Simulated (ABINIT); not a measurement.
# GaS (P6_3/mmc) in ABINIT: band structure with PBEsol

Aim: the band structure of GaS with PBEsol.

Everything below comes from runs of ABINIT 10.8.3 (patched build). Logs are shortened: lines on timing, memory, paths and dates and some standing lists are left out, and cuts for length are marked. The log counts tension as positive stress, the text compression.

**What was measured.**

“Vapor-liquid-solid growth of highly-mismatched semiconductor nanowires with high-fidelity van der Waals layer stacking”, 2022, arxiv:2211.03366 quotes, for a bulk crystal of GaS at 300 K: band gap 2.53 eV (indirect).

The results are compared with them further down.

## (1) Starting point

It takes space group P6_3/mmc (No. 194, hexagonal). The conventional cell has a = 3.585 Å, b = 3.585 Å, c = 15.500 Å, α = 90.00°, β = 90.00°, γ = 120.00°. Around Ga (site symmetry 3m) lie 3 S at 2.34 Å and 1 Ga at 2.48 Å. S (site symmetry 3m) has 3 Ga at 2.34 Å as nearest neighbours.

## (2) Band structure, PBEsol

File run.abi:

```
# Datasets: ground state, then fixed potential
ndtset 2

# Pseudopotentials
pp_dirpath "./"
pseudos "Ga.GGA_PBE-JTH.xml, S.GGA_PBE-JTH.xml"

# Structure
acell 6.7746681568 6.7746681568 29.2907549317
rprim
     1.0000000000     0.0000000000     0.0000000000
    -0.5000000000     0.8660254038     0.0000000000
     0.0000000000     0.0000000000     1.0000000000
ntypat 2
znucl 31 16
natom 8
typat 1 1 1 1 2 2 2 2
xred
     0.6666666667     0.3333333333     0.8300000000
     0.3333333333     0.6666666667     0.3300000000
     0.6666666667     0.3333333333     0.6700000000
     0.3333333333     0.6666666667     0.1700000000
     0.6666666667     0.3333333333     0.4000000000
     0.3333333333     0.6666666667     0.9000000000
     0.6666666667     0.3333333333     0.1000000000
     0.3333333333     0.6666666667     0.6000000000

# Plane-wave basis
ecut 20.0
pawecutdg 40.0
pawxcdev 0

# Exchange and correlation
ixc -116133

# Bands and occupations
occopt 3
tsmear 0.05 eV

# SCF cycle
nstep 100

# Output
iomode 3
prtwf 0
prteig 0
prtebands 0
enunit 1
prtden1 1
prtvha1 1
prtvclmb1 1
prtpot1 1

# Dataset 1
kptopt1 1
ngkpt1 9 9 2
nshiftk1 1
shiftk1 0.0 0.0 0.0
nband1 46
tolvrs1 1.0e-9

# Dataset 2: bands along G-M-K-G-A-L-H-A
iscf2 -2
getden2 1
nband2 52
nbdbuf2 4
tolwfr2 1.0e-11
kptopt2 -7
ndivsm2 8
prteig2 1
prtvol2 -3
kptbounds2
     0.0000000000     0.0000000000     0.0000000000
     0.5000000000     0.0000000000     0.0000000000
     0.3333333333     0.3333333333     0.0000000000
     0.0000000000     0.0000000000     0.0000000000
     0.0000000000     0.0000000000     0.5000000000
     0.5000000000     0.0000000000     0.5000000000
     0.3333333333     0.3333333333     0.5000000000
     0.0000000000     0.0000000000     0.5000000000
```

Potentials or basis: JTH PAW PBE v2.0.

Run with:

```bash
$ abinit run.abi > log 2>&1
```

run.abo:

```text
.Version 10.8.3 of ABINIT
 DATASET    1 : space group P6_3/m m c (#194); Bravais hP (primitive hexag.)
================================================================================
 Values of the parameters that define the memory need for DATASET  1.
     intxc =       0    ionmov =       0      iscf =      17    lmnmax =      18
     lnmax =       6     mgfft =     120  mpssoang =       3    mqgrid =    8340
     natom =       8  nloc_mem =       2    nspden =       1   nspinor =       1
    nsppol =       1      nsym =      24    n1xccc =       1    ntypat =       2
    occopt =       3   xclevel =       2
       mpw =        5004          nfft =      108000          nkpt =          24
 PAW method is used; the additional fine FFT grid is defined by:
   mgfftf=       180    nfftf =    288000
================================================================================
================================================================================

 DATASET    2 : space group P6_3/m m c (#194); Bravais hP (primitive hexag.)
================================================================================
 Values of the parameters that define the memory need for DATASET  2.
     intxc =       0    ionmov =       0      iscf =      -2    lmnmax =      18
     lnmax =       6     mgfft =     120  mpssoang =       3    mqgrid =    8340
     natom =       8  nloc_mem =       2    nspden =       1   nspinor =       1
    nsppol =       1      nsym =      24    n1xccc =       1    ntypat =       2
    occopt =       3   xclevel =       2
       mpw =        5014          nfft =      108000          nkpt =         227
 PAW method is used; the additional fine FFT grid is defined by:
   mgfftf=       180    nfftf =    288000
================================================================================
================================================================================

--------------------------------------------------------------------------------
------------- Echo of variables that govern the present computation ------------
--------------------------------------------------------------------------------
 -outvars: echo values of preprocessed input variables --------
            acell      6.7746681568E+00  6.7746681568E+00  2.9290754932E+01 Bohr
              amu      6.97230000E+01  3.20660000E+01
             ecut      2.00000000E+01 Hartree
           enunit           1
           getden1          0
           getden2          1
             iscf1         17
             iscf2         -2
              ixc     -116133
           jdtset        1    2
           kptopt1          1
           kptopt2         -7
         kptrlatt        9    0    0      0    9    0      0    0    2
          kptrlen1     5.85815099E+01
          kptrlen2     3.00000000E+01
            natom           8
            nband1         46
            nband2         52
           nbdbuf1          0
           nbdbuf2          4
           ndtset           2
           ndivsm1          0
           ndivsm2          8
            ngfft          30      30     120
          ngfftdg          40      40     180
             nkpt1         24
             nkpt2        227
            nstep         100
             nsym          24
           ntypat           2
           occopt           3
        pawecutdg      4.00000000E+01 Hartree
         pawxcdev           0
        prtebands           0
           prteig1          0
           prteig2          1
           prtpot1          1
           prtpot2          0
         prtvclmb1          1
         prtvclmb2          0
           prtvha1          1
           prtvha2          0
           prtvol1          0
           prtvol2         -3
            prtwf           0
            rprim      1.0000000000E+00  0.0000000000E+00  0.0000000000E+00
                      -5.0000000000E-01  8.6602540380E-01  0.0000000000E+00
                       0.0000000000E+00  0.0000000000E+00  1.0000000000E+00
           shiftk1     0.00000000E+00  0.00000000E+00  0.00000000E+00
           shiftk2     5.00000000E-01  5.00000000E-01  5.00000000E-01
          spgroup         194
           tolvrs1     1.00000000E-09
           tolvrs2     0.00000000E+00
           tolwfr1     0.00000000E+00
[... 300 lines left out ...]
 R(3)=  0.0000000  0.0000000 29.2907549  G(3)=  0.0000000  0.0000000  0.0341405
 Unit cell volume ucvol=  1.1642259E+03 bohr^3
 Angles (23,13,12)=  9.00000000E+01  9.00000000E+01  1.20000000E+02 degrees

 Coarse grid specifications (used for wave-functions):

 getcut: wavevector=  0.0000  0.0000  0.0000  ngfft=  30  30 120
         ecut(hartree)=     20.000   => boxcut(ratio)=   2.03503

 Fine grid specifications (used for densities):

 getcut: wavevector=  0.0000  0.0000  0.0000  ngfft=  40  40 180
         ecut(hartree)=     40.000   => boxcut(ratio)=   2.07385
--------------------------------------------------------------------------------

================================================================================
 Non-SCF case, kpt    1 (  0.00000  0.00000  0.00000), residuals and eigenvalues=
  6.82E-12  5.20E-12  3.52E-12  7.26E-12  5.30E-12  3.95E-12  3.13E-12  8.77E-12
  5.47E-12  7.91E-12  2.64E-12  6.47E-12  3.64E-12  3.91E-12  6.82E-12  5.17E-12
  6.16E-12  7.70E-12  5.32E-12  9.70E-12  3.39E-12  5.75E-12  9.00E-12  6.62E-12
  4.73E-12  5.80E-12  5.15E-12  2.59E-12  1.78E-12  9.56E-12  5.45E-12  3.56E-12
  6.51E-12  3.97E-12  1.81E-12  2.05E-12  1.44E-12  1.67E-12  3.78E-12  1.63E-12
  5.81E-12  5.47E-12  3.65E-12  4.35E-12  8.02E-12  3.76E-12  8.10E-12  4.12E-12
  1.27E-12  2.38E-12  1.66E-10  7.97E-12
 -3.9323E-01 -3.9303E-01 -3.8851E-01 -3.8851E-01 -3.8850E-01 -3.8850E-01
 -3.8672E-01 -3.8672E-01 -3.8671E-01 -3.8671E-01 -3.8536E-01 -3.8536E-01
 -3.8536E-01 -3.8536E-01 -3.8488E-01 -3.8393E-01 -3.8017E-01 -3.8017E-01
[... 3834 lines left out ...]
  4.04E-12  6.25E-12  5.44E-12  6.01E-12  5.64E-12  5.89E-12  3.06E-12  7.06E-12
  3.17E-12  8.08E-12  2.10E-12  4.60E-12  4.02E-12  5.88E-12  3.71E-12  9.07E-12
  3.03E-12  3.88E-12  4.84E-12  8.02E-12  6.17E-12  9.44E-12  2.39E-12  7.94E-12
  5.91E-12  7.02E-12  2.48E-12  4.80E-12  3.77E-12  4.60E-12  2.76E-12  6.50E-12
  9.28E-12  1.34E-11  3.49E-11  1.79E-10
 -3.9313E-01 -3.9313E-01 -3.8850E-01 -3.8850E-01 -3.8850E-01 -3.8850E-01
 -3.8671E-01 -3.8671E-01 -3.8671E-01 -3.8671E-01 -3.8536E-01 -3.8536E-01
 -3.8536E-01 -3.8536E-01 -3.8443E-01 -3.8443E-01 -3.8017E-01 -3.8017E-01
 -3.8017E-01 -3.8017E-01 -3.6492E-01 -3.6492E-01 -3.5130E-01 -3.5130E-01
 -9.3938E-02 -9.3938E-02  3.0876E-03  3.0876E-03  9.6640E-02  9.6640E-02
  9.6640E-02  9.6640E-02  1.0199E-01  1.0199E-01  1.0199E-01  1.0199E-01
  1.2783E-01  1.2783E-01  2.2883E-01  2.2883E-01  2.5822E-01  2.5822E-01
  3.2556E-01  3.2556E-01  3.2556E-01  3.2556E-01  3.6758E-01  3.6758E-01
  3.6758E-01  3.6758E-01  3.8621E-01  3.8621E-01

--- !ResultsGS
iteration_state: {dtset: 2, }
comment   : Summary of ground state results
lattice_vectors:
- [  6.7746682,   0.0000000,   0.0000000, ]
- [ -3.3873341,   5.8670347,   0.0000000, ]
- [  0.0000000,   0.0000000,  29.2907549, ]
lattice_lengths: [   6.77467,    6.77467,   29.29075, ]
lattice_angles: [ 90.000,  90.000, 120.000, ] # degrees, (23, 13, 12)
lattice_volume:   1.1642259E+03
convergence: {deltae:  0.000E+00, res2:  0.000E+00, residm:  9.997E-12, diffor:  0.000E+00, }
etotal    :  -3.57648264E+02
entropy   :   0.00000000E+00
fermie    :   1.81598066E-01
cartesian_stress_tensor: null
pressure_GPa: null
xred      :
- [  6.6667E-01,   3.3333E-01,   8.3000E-01, Ga]
- [  3.3333E-01,   6.6667E-01,   3.3000E-01, Ga]
- [  6.6667E-01,   3.3333E-01,   6.7000E-01, Ga]
- [  3.3333E-01,   6.6667E-01,   1.7000E-01, Ga]
- [  6.6667E-01,   3.3333E-01,   4.0000E-01,  S]
- [  3.3333E-01,   6.6667E-01,   9.0000E-01,  S]
- [  6.6667E-01,   3.3333E-01,   1.0000E-01,  S]
- [  3.3333E-01,   6.6667E-01,   6.0000E-01,  S]
cartesian_forces: null
force_length_stats: {min: null, max: null, mean: null, }
...

 Integrated electronic density in atomic spheres:
 ------------------------------------------------
 Atom  Sphere_radius  Integrated_density
    1        2.10359         11.04575822
    2        2.10359         11.04575822
    3        2.10359         11.04575822
    4        2.10359         11.04575822
    5        1.90380          3.56904369
    6        1.90380          3.56904369
    7        1.90380          3.56904369
    8        1.90380          3.56904369

================================================================================

 ----iterations are completed or convergence reached----

 Mean square residual over all n,k,spin=   56.440E-13; max=  99.971E-13
 reduced coordinates (array xred) for    8 atoms
       0.666666666667      0.333333333333      0.830000000000
       0.333333333333      0.666666666667      0.330000000000
       0.666666666667      0.333333333333      0.670000000000
       0.333333333333      0.666666666667      0.170000000000
       0.666666666667      0.333333333333      0.400000000000
       0.333333333333      0.666666666667      0.900000000000
       0.666666666667      0.333333333333      0.100000000000
       0.333333333333      0.666666666667      0.600000000000

 cartesian coordinates (angstrom) at end:
    1      1.79249999878834     1.03490035684145    12.86499999127248
    2      0.00000000000000     2.06980071368290     5.11499999653002
    3      1.79249999878834     1.03490035684145    10.38499999295489
    4      0.00000000000000     2.06980071368290     2.63499999821244
    5      1.79249999878834     1.03490035684145     6.19999999579397
    6      0.00000000000000     2.06980071368290    13.94999999053642
    7      1.79249999878834     1.03490035684145     1.54999999894849
    8      0.00000000000000     2.06980071368290     9.29999999369095
 length scales=  6.774668156800  6.774668156800 29.290754931700 bohr
              =  3.584999997577  3.584999997577 15.499999989485 angstroms
 Eigenvalues (   eV  ) for nkpt= 227  k points:
 kpt#   1, nband= 52, wtk=  1.00000, kpt=  0.0000  0.0000  0.0000 (reduced coord)
 -10.70023  -10.69493  -10.57179  -10.57179  -10.57161  -10.57161  -10.52309  -10.52309
 -10.52300  -10.52300  -10.48605  -10.48605  -10.48605  -10.48605  -10.47320  -10.44740
 -10.34494  -10.34494  -10.34483  -10.34483  -10.00173   -9.80266   -9.69130   -9.48454
  -2.75810   -2.28687   -0.47092    0.72205    2.60095    2.60095    2.69147    2.69147
   2.71164    2.71164    2.73705    2.80574    2.80574    4.23339    5.76464    6.48758
   6.94002    7.15148    8.80391    8.80391    8.92391    8.92391    9.89786    9.89786
  10.09831   10.09831   10.45848   10.59713
 kpt#   2, nband= 52, wtk=  1.00000, kpt=  0.0125  0.0000  0.0000 (reduced coord)
 -10.70044  -10.69509  -10.57225  -10.57220  -10.57172  -10.57154  -10.52603  -10.52486
 -10.52298  -10.52290  -10.48613  -10.48612  -10.48602  -10.48602  -10.47056  -10.44606
 -10.34495  -10.34485  -10.34476  -10.34466   -9.99924   -9.80038   -9.68944   -9.48270
  -2.75658   -2.28588   -0.46968    0.72050    2.58900    2.59809    2.65400    2.68170
   2.68890    2.70907    2.78402    2.79030    2.80349    4.23249    5.77795    6.49685
   6.95125    7.16242    8.79381    8.80753    8.91567    8.92738    9.88999    9.90307
  10.09281   10.10343   10.45732   10.60116
 kpt#   3, nband= 52, wtk=  1.00000, kpt=  0.0250  0.0000  0.0000 (reduced coord)
[... 1124 lines left out ...]
   1.64431    1.64431    1.89048    1.89048    3.20585    3.20585    6.27264    6.27264
   6.72043    6.72043    8.67799    8.67799    8.85648    8.85648    9.53098    9.53098
  11.40664   11.40666   11.74047   11.74056
 kpt# 144, nband= 52, wtk=  1.00000, kpt=  0.3250  0.0000  0.5000 (reduced coord)
 -10.82573  -10.82573  -10.75812  -10.75812  -10.61308  -10.61308  -10.55235  -10.55235
 -10.51030  -10.51030  -10.47390  -10.47390  -10.45836  -10.45836  -10.40369  -10.40369
 -10.35035  -10.35035  -10.25026  -10.25026   -8.78357   -8.78357   -8.53667   -8.53667
  -2.54861   -2.54861   -1.47237   -1.47237   -0.15209   -0.15209    1.37263    1.37263
   1.60285    1.60285    1.85208    1.85208    3.13390    3.13390    6.21785    6.21785
   6.66141    6.66141    8.61042    8.61042    8.79540    8.79540    9.52675    9.52675
  11.40921   11.40922   11.78263   11.78303
 kpt# 145, nband= 52, wtk=  1.00000, kpt=  0.3375  0.0000  0.5000 (reduced coord)
 -10.83098  -10.83098  -10.76368  -10.76368  -10.61256  -10.61256  -10.55203  -10.55203
 -10.51133  -10.51133  -10.47159  -10.47159  -10.45642  -10.45642  -10.40435  -10.40435
 -10.35057  -10.35057  -10.24703  -10.24703
```

It took 29 min on 1 thread of Arm Neoverse V2, shared host; peak memory 1.1 GiB.

Results:

* Free energy: -9732.1050 eV
* Pressure: -0.8 GPa
* Largest force: 0.224 eV/Å
* Band gap on the k mesh: 1.47 eV, indirect (least direct gap 1.53 eV)
* Band gap along the path: 1.46 eV, indirect (least direct gap 1.53 eV)
* Valence electrons inside the program's atomic spheres: Ga 11.05; S 3.57

Forces in eV/Å, atoms in the order of the input:
```
Ga   0.000  0.000 -0.224
Ga   0.000  0.000 -0.224
Ga   0.000  0.000  0.224
Ga   0.000  0.000  0.224
S    0.000  0.000 -0.095
S    0.000  0.000 -0.095
S    0.000  0.000  0.095
S    0.000  0.000  0.095
```

Levels at the corners of the path, in eV from the valence-band top:
| point | band 34 | band 35 | band 36 | band 37 | band 38 | band 39 | band 40 | band 41 | band 42 | band 43 |
| --- | --- | --- | --- | --- | --- | --- | --- | --- | --- | --- |
| Γ | -1.52 | -1.50 | -1.43 | -1.43 | 0.00 | 1.53 | 2.25 | 2.71 | 2.92 | 4.57 |
| M | -2.78 | -2.60 | -2.39 | -2.23 | -1.66 | 1.46 | 1.58 | 1.96 | 2.28 | 3.78 |
| K | -3.07 | -2.39 | -2.39 | -1.97 | -1.97 | 1.66 | 2.20 | 3.11 | 3.11 | 4.16 |
| Γ | -1.52 | -1.50 | -1.43 | -1.43 | 0.00 | 1.53 | 2.25 | 2.71 | 2.92 | 4.57 |
| A | -1.46 | -1.46 | -1.46 | -0.75 | -0.75 | 1.99 | 1.99 | 2.79 | 2.79 | 4.63 |
| L | -2.66 | -2.61 | -2.61 | -1.94 | -1.94 | 1.67 | 1.67 | 1.95 | 1.95 | 3.71 |
| H | -2.99 | -2.58 | -2.58 | -1.85 | -1.85 | 1.89 | 1.89 | 2.99 | 2.99 | 4.33 |
| A | -1.46 | -1.46 | -1.46 | -0.75 | -0.75 | 1.99 | 1.99 | 2.79 | 2.79 | 4.63 |

Caveat: the PAW data sets were made with another functional, which shifts forces and pressure a little; this functional lacks dispersion, which binds the layers, so the pressure and a relaxed spacing across them are unreliable.

## (3) Comparison with measurements

Step 2. Against the measured gap of GaS, 2.53 eV (indirect; 300 K; quoted in “Vapor-liquid-solid growth of highly-mismatched semiconductor nanowires with high-fidelity van der Waals layer stacking”, 2022, arxiv:2211.03366), the calculated 1.46 eV is off by -1.07 eV. 2 values of this kind are on record (2.53 to 2.59 eV); this one was drawn at random. Spin-orbit coupling on Ga is left out. The value is that of PBEsol, without temperature or zero-point motion. Semilocal functionals fall short of measured gaps as a rule.
